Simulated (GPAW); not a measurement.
**CsPbCl3 in GPAW: the effect of functional**

Crystal: CsPbCl3.

```
Pb Cs Cl
1.0
     5.60500    0.00000    0.00000
     0.00000    5.60500    0.00000
     0.00000    0.00000    5.60500
Pb Cs Cl
1 1 3
Direct
  0.50000 0.50000 0.50000
  0.00000 0.00000 0.00000
  0.50000 0.00000 0.50000
  0.00000 0.50000 0.50000
  0.50000 0.50000 0.00000
```

Alike in all runs:

```yaml
Program: GPAW 26.7.0
Task: single point
Cutoff: 600 eV
Basis: pw
k_mesh: 5 × 5 × 5
Occupations: fermi-dirac, width 0.05 eV
Spin: no spin polarisation
```

Q: One run gave: gap on the mesh 3.00 eV. Which functional did it use?
A. PBEsol
B. TB-mBJ
C. RPBE
D. SCAN
E. r2SCAN

A: C.

```tsv
functional	potentials or basis	gap on the mesh (eV)
LDA	the program's PAW data sets (release 1.2.1) made for this functional	2.76
TB-mBJ	GPAW PAW data sets for LDA (gpaw-data 1.2.1)	3.73
SCAN	GPAW PAW data sets (gpaw-data 1.2.1)	3.21
PW91	PAW data sets generated in the run's folder for this functional	2.91
RPBE	the program's PAW data sets (release 1.2.1) made for this functional	3.00
optB88-vdW	GPAW PAW data sets (gpaw-data 1.2.1)	2.93
PBEsol	PAW data sets generated in the run's folder for this functional	2.81
r2SCAN	GPAW PAW data sets (gpaw-data 1.2.1)	3.26
```

Caveats: spin-orbit coupling is left out, which as a rule narrows the gap of such compounds by several tenths of an eV; an odd mesh through Γ misses points on the zone boundary, where band edges often lie; a model potential gives levels but no total energy (some runs).

Runs at the PBE level aren't shown here.
